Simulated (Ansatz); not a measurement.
Results of PBE-D4 (PAW; Ansatz, a program for electronic structure) for zinc-blende InN (metastable phase).

Numerical settings: plane-wave cutoff 520 eV, 12×12×12 k mesh, Fermi–Dirac smearing 0.01 eV, scalar-relativistic PAW data made under PBE.

Pressure at four volumes; x = ln(V/15.678 Å³). One pressure is withheld.

| V (Å³/atom) | x | P (GPa) |
|---|---|---|
| 14.738 | -0.0618 | 9.24 |
| 15.678 | 0.0000 | 0.00 |
| 16.305 | 0.0392 | -4.63 |
| 16.619 | 0.0583 | ? |

Question: Pass a parabola P(x) through the three rows shown, estimate the bulk modulus and its pressure derivative near zero pressure, and predict the withheld pressure.

Answer: Slopes between the rows: (0.00 − (9.24))/(0.0000 − (-0.0618)) = -149.51 and (-4.63 − (0.00))/(0.0392 − (0.0000)) = -118.11 GPa. Their difference over the span 0.1010 is c = 31.40/0.1010 = 310.9 GPa, so P(x) = 9.24 + (-149.51)(x − (-0.0618)) + 310.9 (x − (-0.0618))(x − (0.0000)). At the middle row B = −dP/dx = −[-149.51 + 310.9 × 0.0618] = 130.3 GPa, and B′ = dB/dP = 2c/B = 4.8. At x = 0.0583 the parabola gives -6.54 GPa; the run gives -6.58 GPa. The Birch–Murnaghan fit to the energies at all volumes has B0 = 129 GPa and B′ = 4.7.

Note: the gap of the solid is closed in this run; this level leaves the solid without a gap, although one is measured.

Spin–orbit coupling is not included; it can open a gap where bands touch, and shift volumes and moduli.
